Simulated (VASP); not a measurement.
## GaP: single point with HSE06

GaP:

```
CELL_PARAMETERS angstrom
0.00000 2.72525 2.72525
2.72525 0.00000 2.72525
2.72525 2.72525 0.00000
ATOMIC_POSITIONS crystal
Ga 0.00000 0.00000 0.00000
P 0.75000 0.75000 0.75000
```

```
Program             : VASP 6.6.1
Task                : single point
Functional          : HSE06
Potentials or basis : VASP PAW PBE potentials, release 64 (Ga_d, P)
Cutoff              : 520 eV
k mesh              : 4 × 4 × 4
Occupations         : fermi-dirac, width 0.05 eV
Spin                : spin-orbit coupling, no magnetisation
```

The pressure is 1.0 GPa and the valence electrons inside the program's atomic spheres are Ga 11.70; P 2.57.

It took 20 min on 1 thread of Intel(R) Xeon(R) Platinum 8259CL CPU @ 2.50GHz (Skylake/Cascade Lake), on a shared host, peak memory 0.37 GiB.

Caveat: the k mesh is coarse (spacing up to 0.50 Å⁻¹), so the values aren't converged, least of all with exact exchange; the PAW data sets were made with another functional, which shifts forces and pressure a little.
